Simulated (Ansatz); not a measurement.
**Ni3Si: changing the fixed moment of the cell**

It takes space group Pm-3m (No. 221, cubic). Conventional cell: a = 3.542 Å, b = 3.542 Å, c = 3.542 Å, α = 90.00°, β = 90.00°, γ = 90.00°. Around Ni (site symmetry 4/mmm) lie 8 Ni at 2.50 Å and 4 Si at 2.50 Å. Around Si (site symmetry m-3m) lie 12 Ni at 2.50 Å.

Kept alike: task single point; functional PBE; k mesh 6 × 6 × 6; occupations fermi-dirac, width 0.05 eV. Program: Ansatz, Ansatz PAW, cutoff 420 eV. The mesh is that of the run's cell of 4 atoms. No spin-orbit coupling.

| fixed moment of cell, M (μB) | pressure (GPa) | largest site moment (μB) | free energy over the lowest row (meV/atom) |
| --- | --- | --- | --- |
| 0 | -5.99 | 0.00 | 0.00 |
| 0.8 | -5.22 | 0.28 | 24.52 |
| 1.5 | -3.72 | 0.51 | 67.14 |
| 2.2 | -1.50 | 0.71 | 147.69 |
| 3 | 1.66 | 0.91 | 286.23 |
| 3.8 | 6.89 | 1.09 | 500.58 |
| 4.5 | 12.21 | 1.24 | 759.65 |
| 6 | 25.18 | 1.58 | 1555.54 |

Pressure is positive in compression, with a Pulay correction for the finite cutoff. For a metal such a mesh leaves the last digits unconverged. The runs hold the magnetic state that their start led to, which needn't be the lowest. Site moments count inside each atom's sphere or projector.

The pressure rises from -5.99 to 25.18 GPa between 0 and 6 μB. The largest site moment rises from 0.00 to 1.58 μB between 0 and 6 μB. The free energy rises from 0.00 to 1555.54 meV/atom between 0 and 6 μB.
